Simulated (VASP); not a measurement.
Set up this calculation in VASP 6.6.1, as the native input.

```
Task                   : Born charges and dielectric tensor
Functional             : PBEsol
Potentials or basis    : VASP PAW PBE potentials, release 64 (Mg, O)
Cutoff                 : 600 eV
k mesh                 : 9 × 9 × 6
Occupations            : gaussian, width 0.02 eV
Spin                   : no spin polarisation
Further INCAR settings : ALGO = Normal; EDIFF = 1e-08; IBRION = 8; NSW = 1
```

The structure of MgO lies in POSCAR:

```
MgO
1.0
    3.3004900000      0.0000000000      0.0000000000
   -1.6502500000      2.8583100000      0.0000000000
    0.0000000000      0.0000000000      5.0086300000
Mg O
2 2
Direct
    0.3333300000      0.6666700000      0.0034600000
    0.6666700000      0.3333300000      0.5034600000
    0.3333300000      0.6666700000      0.4011400000
    0.6666700000      0.3333300000      0.9011400000
```

Measurements of this composition are mostly on another form, of space group No. 225.

The input as run:

INCAR

```
SYSTEM = MgO
ALGO = Normal
EDIFF = 1E-8
ENCUT = 600
GGA = PS
IBRION = 8
ISIF = 2
ISMEAR = 0
LASPH = .TRUE.
LCHARG = .FALSE.
LEPSILON = .TRUE.
LREAL = .FALSE.
LWAVE = .FALSE.
NELM = 100
NSW = 1
PREC = Accurate
SIGMA = 0.02
```

KPOINTS

```
k-points
0
G
  9 9 6
  0 0 0
```

Potentials or basis: VASP PAW PBE potentials, release 64 (Mg, O).

Launch:

```sh
$ cat potpaw_PBE.64/Mg/POTCAR potpaw_PBE.64/O/POTCAR > POTCAR
$ mpirun -np 1 vasp_std > vasp.out
```

It gave:

The band gap on the k mesh is 3.37 eV, direct. The electronic dielectric tensor (diagonal) is 2.97, 2.97, 3.08, the born charges (mean of the diagonal) is Mg +1.83; O -1.83 e and the highest phonon frequency at Γ, LO-TO splitting left out is 527 cm⁻¹.

Caveat: an odd mesh through Γ misses points on the zone boundary, where band edges often lie.

Run time: 9.7 min on 1 thread of Intel(R) Xeon(R) 6975P-C (Granite Rapids), on a shared host, peak memory 0.57 GiB.
